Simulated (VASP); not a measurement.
# Pb (P6_3/mmc) in VASP: notebook, part 2 of 2

VASP 6.6.1.

### 4 Single point, PBEsol

This run uses another cell than the first one, of 29.31 Å³/atom, 0.980 times its volume.

The input, INCAR:

```
SYSTEM = Pb
PREC = Accurate
ENCUT = 520
EDIFF = 1E-7
ISMEAR = 0
SIGMA = 0.1
LREAL = .FALSE.
LASPH = .TRUE.
NELM = 100
ALGO = Fast
ISIF = 2
LWAVE = .FALSE.
LCHARG = .FALSE.
GGA = PS
NBANDS = 21
```

The input, KPOINTS:

```
Automatic mesh
0
G
  6 6 4
  0 0 0
```

The input, POSCAR:

```
Pb
1.0
   -1.7400003453     -3.0137690032      0.0000000000
   -1.7400003453      3.0137690032      0.0000000000
    0.0000000000      0.0000000000     -5.5900000000
Pb
2
Direct
    0.3333333333      0.6666666667      0.2500000000
    0.6666666667      0.3333333335      0.7500000000
```

Potentials or basis: VASP PAW PBE potentials, release 64 (Pb_d).

The run is started by

```bash
$ cat potpaw_PBE.64/Pb_d/POTCAR > POTCAR
$ mpirun -np 1 vasp_std > vasp.out
```

OUTCAR:

```text
SYSTEM = Pb
   PREC = Accurate
   ENCUT = 520
   EDIFF = 1E-7
   ISMEAR = 0
   LREAL = .FALSE.
   LASPH = .TRUE.
   NELM = 100
   ISIF = 2
   GGA = PS

 ion  position               nearest neighbor table
   1  0.333  0.667  0.250-   2 3.44   2 3.44   2 3.44   2 3.44   2 3.44   2 3.44
   2  0.667  0.333  0.750-   1 3.44   1 3.44   1 3.44   1 3.44   1 3.44   1 3.44

  LATTYP: Found a hexagonal cell.
 ALAT       =     3.4800006906
 C/A-ratio  =     1.6063215203

  Lattice vectors:

 A1 = (  -1.7400003453,  -3.0137690032,   0.0000000000)
 A2 = (  -1.7400003453,   3.0137690032,   0.0000000000)
 A3 = (   0.0000000000,   0.0000000000,  -5.5900000000)

Analysis of symmetry for initial positions (statically):
=====================================================================
 Subroutine PRICEL returns:
 Original cell was already a primitive cell.

 Routine SETGRP: Setting up the symmetry group for a
 hexagonal supercell.

 Subroutine GETGRP returns: Found 24 space group operations
 (whereof 12 operations were pure point group operations)
 out of a pool of 24 trial point group operations.

The static configuration has the point symmetry D_3d.
 The point group associated with its full space group is D_6h.

Analysis of symmetry for dynamics (positions and initial velocities):
=====================================================================
 Subroutine PRICEL returns:
 Original cell was already a primitive cell.

 Routine SETGRP: Setting up the symmetry group for a
 hexagonal supercell.

 Subroutine GETGRP returns: Found 24 space group operations
 (whereof 12 operations were pure point group operations)
 out of a pool of 24 trial point group operations.

The dynamic configuration has the point symmetry D_3d.
 The point group associated with its full space group is D_6h.

 Subroutine INISYM returns: Found 24 space group operations
 (whereof 12 operations are pure point group operations),
 and found     1 'primitive' translations

----------------------------------------------------------------------------------------

                                     Primitive cell

  volume of cell :      58.6275

  direct lattice vectors                    reciprocal lattice vectors
    -1.740000345 -3.013769003  0.000000000    -0.287356265 -0.165905217  0.000000000
    -1.740000345  3.013769003  0.000000000    -0.287356265  0.165905217  0.000000000
     0.000000000  0.000000000 -5.590000000     0.000000000  0.000000000 -0.178890877

  length of vectors
     3.480000691  3.480000691  5.590000000     0.331810434  0.331810434  0.178890877

  position of ions in fractional coordinates (direct lattice)
     0.333333333  0.666666667  0.250000000
     0.666666667  0.333333334  0.750000000

  ion indices of the primitive-cell ions
   primitive index   ion index
                 1           1
                 2           2

----------------------------------------------------------------------------------------

 KPOINTS: Automatic mesh

Automatic generation of k-mesh.
 Grid dimensions read from file:
 generate k-points for:    6    6    4

 Generating k-lattice:

  Cartesian coordinates                     Fractional coordinates (reciprocal lattice)
    -0.047892711 -0.027650869  0.000000000     0.166666667  0.000000000  0.000000000
    -0.047892711  0.027650869  0.000000000     0.000000000  0.166666667  0.000000000
     0.000000000  0.000000000 -0.044722719     0.000000000  0.000000000  0.250000000

  Length of vectors
     0.055301739  0.055301739  0.044722719

  Shift w.r.t. Gamma in fractional coordinates (k-lattice)
     0.000000000  0.000000000  0.000000000

 Subroutine IBZKPT returns following result:
 ===========================================

 Found     21 irreducible k-points:

 Following reciprocal coordinates:
            Coordinates               Weight
  0.000000  0.000000  0.000000      1.000000
  0.166667  0.000000  0.000000      6.000000
  0.333333 -0.000000  0.000000      6.000000
  0.500000 -0.000000  0.000000      3.000000
  0.166667  0.166667  0.000000      6.000000
  0.333333  0.166667  0.000000     12.000000
[... 13 lines left out ...]
  0.333333  0.166667  0.500000     12.000000
  0.333333  0.333333  0.500000      2.000000
   k-points           NKPTS =     21   k-points in BZ     NKDIM =     21   number of bands    NBANDS=     21
   number of dos      NEDOS =    301   number of ions     NIONS =      2
   total plane-waves  NPLWV =  32928
   dimension x,y,z NGX =    28 NGY =   28 NGZ =   42
   dimension x,y,z NGXF=    56 NGYF=   56 NGZF=   84
   ions per type =               2
   NGX,Y,Z   is equivalent  to a cutoff of  13.38, 13.38, 12.49 a.u.
   NGXF,Y,Z  is equivalent  to a cutoff of  26.75, 26.75, 24.98 a.u.
 SYSTEM =  Pb
   PREC   = accura    normal or accurate (medium, high low for compatibility)
   ISTART =      0    job   : 0-new  1-cont  2-samecut
   ICHARG =      2    charge: 1-file 2-atom 10-const
   ISPIN  =      1    spin polarized calculation?
   LNONCOLLINEAR =      F non collinear calculations
   LSORBIT =      F    spin-orbit coupling
   LASPH  =      T    aspherical Exc in radial PAW
   ENCUT  =  520.0 eV  38.22 Ry    6.18 a.u.   6.47  6.47 10.39*2*pi/ulx,y,z
   NELM   =    100;   NELMIN=  2; NELMDL= -5     # of ELM steps
   EDIFF  = 0.1E-06   stopping-criterion for ELM
   LREAL  =      F    real-space projection
   EDIFFG = 0.1E-05   stopping-criterion for IOM
   NSW    =      0    number of steps for IOM
   IBRION =     -1    ionic relax: 0-MD 1-quasi-New 2-CG
   NFREE  =      0    steps in history (QN), initial steepest desc. (CG)
   ISIF   =      2    stress and relaxation
   ISYM   =      2    0-nonsym 1-usesym 2-fastsym
   POTIM  = 0.5000    time-step for ionic-motion
   TEBEG  =    0.0;   TEEND  =   0.0 temperature during run
   PSTRESS=    0.0 pullay stress
   NELECT =      28.0000    total number of electrons
   NUPDOWN=      -1.0000    fix difference up-down
   EMIN   =  10.00;   EMAX   =-10.00  energy-range for DOS
   EFERMI =   0.00;   METHOD = LEGACY
   ISMEAR =     0;   SIGMA  =   0.10  broadening in eV -4-tet -1-fermi 0-gaus
   EFERMI_NEDOS =   21; number of points for ismear=-14 and -15
   IALGO  =     68    algorithm
   IMIX   =      4    mixing-type and parameters
     AMIX     =   0.40;   BMIX     =  1.00
     AMIX_MAG =   1.60;   BMIX_MAG =  1.00
  volume/ion in A,a.u.               =      29.31       197.82
  Fermi-wavevector in a.u.,A,eV,Ry     =   1.279658  2.418202 22.279864  1.637524
  Thomas-Fermi vector in A             =   2.412130
   LORBIT       =      0    0 simple, 1 ext, 2 COOP (PROOUT), +10 PAW based schemes
   GGA     = PS    functional components
   LHFCALC =     F    Hartree Fock is set to
   AEXX    =    0.0000 exact exchange contribution
   IVDW    =     0    specifies the selected vdW correction
   LEPSILON=     F    determine dielectric tensor
   LRPA    =     F    only Hartree local field effects (RPA)
 non-spin polarized calculation
 RMM-DIIS sequential band-by-band and
 Gauss-broadening in eV      SIGMA  =   0.10
  energy-cutoff  :      520.00
  volume of cell :       58.63
 maximum number of plane-waves:      1592
 NGX is ok and might be reduce to    28
   NGX = 13   NGY = 13   NGZ = 21

 number of electron      28.0000005 magnetization

 Free energy of the ion-electron system (eV)
  ---------------------------------------------------
  ext. energy  EPLUGINS =         0.00000000
  ---------------------------------------------------
  free energy    TOTEN  =        -7.89046853 eV

  energy without entropy =       -7.87776696  energy(sigma->0) =       -7.88411775

 E-fermi :   7.4214     XC(G=0): -10.5043

 val. band max:        7.3789342936   @ k =   0.3333   0.1667   0.2500
 cond. band min:       7.4972545271   @ k =   0.3333  -0.0000   0.2500
 fundamental gap:      0.1183202335
 Fermi energy:         7.4214336103

 k-point     1 :       0.0000    0.0000    0.0000
  band No.  band energies     occupation
      1      -9.5637      2.00000
      2      -9.5134      2.00000
      3      -9.4995      2.00000
      4      -9.4995      2.00000
      5      -9.4742      2.00000
      6      -9.4742      2.00000
[... 13 lines left out ...]
     20      16.5011      0.00000
     21      19.0013      0.00000
[... 457 lines left out ...]
 k-point    21 :       0.3333    0.3333    0.5000
  band No.  band energies     occupation
      1      -9.5663      2.00000
      2      -9.5663      2.00000
      3      -9.4388      2.00000
      4      -9.4388      2.00000
      5      -9.3770      2.00000
      6      -9.3770      2.00000
[... 13 lines left out ...]
     20      16.6854      0.00000
     21      16.8092      0.00000

------------------------ aborting loop because EDIFF is reached ----------------------------------------

  FORCE on cell =-STRESS in cart. coord.  units (eV):
  Direction    XX          YY          ZZ          XY          YZ          ZX
  --------------------------------------------------------------------------------------
  -------------------------------------------------------------------------------------
  Total        0.7261659      0.7261659      0.0576711      0.0000000      0.0000000     -0.0000000
  in kB       19.8447350     19.8447350      1.5760415      0.0000000      0.0000000     -0.0000000
  external PRESSURE =      13.7551705 kB  Pullay stress =       0.0000000 kB

 VOLUME and BASIS-vectors are now :
 -----------------------------------------------------------------------------
  energy-cutoff  :      520.00
  volume of cell :       58.63
      direct lattice vectors                 reciprocal lattice vectors
    -1.740000345 -3.013769003  0.000000000    -0.287356265 -0.165905217  0.000000000
    -1.740000345  3.013769003  0.000000000    -0.287356265  0.165905217  0.000000000
     0.000000000  0.000000000 -5.590000000     0.000000000  0.000000000 -0.178890877

 POSITION                                       TOTAL-FORCE (eV/Angst)
 -----------------------------------------------------------------------------------
     -1.74000      1.00459     -1.39750        -0.000000      0.000000      0.000000
     -1.74000     -1.00459     -4.19250         0.000000     -0.000000      0.000000
 -----------------------------------------------------------------------------------
    total drift:                                0.000000     -0.000000     -0.000000

  FREE ENERGIE OF THE ION-ELECTRON SYSTEM (eV)
  ---------------------------------------------------
  free  energy   TOTEN  =        -7.8904685293 eV

  energy  without entropy=       -7.8777669625  energy(sigma->0) =       -7.88411775
```

OSZICAR:

```text
N       E                     dE             d eps       ncg     rms          rms(c)
DAV:   1     0.298543920110E+03    0.29854E+03   -0.14269E+04   882   0.166E+03
[... 15 lines left out ...]
RMM:  17    -0.789046953866E+01   -0.14560E-06   -0.41802E-07   923   0.565E-03    0.130E-02
RMM:  18    -0.789046929349E+01    0.24517E-06   -0.13192E-06  1110   0.146E-02    0.953E-03
RMM:  19    -0.789046897704E+01    0.31645E-06   -0.14014E-07   722   0.372E-03    0.101E-02
RMM:  20    -0.789046753283E+01    0.14442E-05   -0.68067E-06  1324   0.355E-02    0.365E-03
RMM:  21    -0.789046815366E+01   -0.62083E-06   -0.10656E-06  1180   0.105E-02    0.155E-03
RMM:  22    -0.789046845554E+01   -0.30188E-06   -0.74710E-08   525   0.275E-03    0.335E-04
RMM:  23    -0.789046852929E+01   -0.73745E-07   -0.15800E-08   498   0.130E-03
   1 F= -.78904685E+01 E0= -.78841177E+01  d E =-.127016E-01
```

Wall time 21 s (1 thread of Intel Xeon 6975P-C (Granite Rapids), shared host); peak memory 0.18 GiB.

Results:

```yaml
Free_energy: -7.8905 eV
Pressure: 1.4 GPa
Band_gap_on_the_k_mesh: none (metal or under the smearing width)
```

Levels at points of the mesh, in eV from the Fermi level:
| k point | band 10 | band 11 | band 12 | band 13 | band 14 | band 15 | band 16 | band 17 | band 18 | band 19 |
| --- | --- | --- | --- | --- | --- | --- | --- | --- | --- | --- |
| (0.00, 0.00, 0.00) | -16.65 | -11.94 | -7.96 | -4.28 | 5.62 | 5.62 | 7.53 | 7.53 | 8.20 | 8.82 |
| (0.50, 0.00, 0.00) | -16.63 | -8.38 | -7.12 | -2.87 | -1.38 | -0.49 | 1.82 | 2.01 | 5.83 | 6.20 |
| (0.00, 0.00, 0.50) | -16.72 | -10.66 | -10.66 | 1.06 | 1.06 | 6.53 | 6.53 | 6.53 | 6.53 | 9.27 |
| (0.50, 0.00, 0.50) | -16.64 | -7.52 | -7.52 | -3.79 | -3.79 | 3.47 | 3.47 | 3.81 | 3.81 | 7.01 |

Caveat: the PAW data sets were made with another functional, which shifts forces and pressure a little. Spin-orbit coupling is left out, which matters for the levels of Pb.

### 5 The runs side by side

| task | cell | k mesh | cutoff (eV) | gap on the mesh (eV) | pressure (GPa) |
| --- | --- | --- | --- | --- | --- |
| single point | P6_3/mmc, 29.9 Å³/atom | 15 × 15 × 8 | 520 | none | -0.1 |
| relaxation of cell and atoms | relaxed | 15 × 15 × 8 | 600 | none | 0.0 |
| single point | P6_3/mmc, 29.31 Å³/atom | 6 × 6 × 4 | 520 | none | 1.4 |

Alike in all rows: level PBEsol; potentials or basis VASP PAW PBE potentials, release 64 (Pb_d); no spin polarisation; smearing gaussian 0.1 eV.

Caveats: the PAW data sets were made with another functional, which shifts forces and pressure a little.

Absolute energies hang on the potentials; compare differences alone.
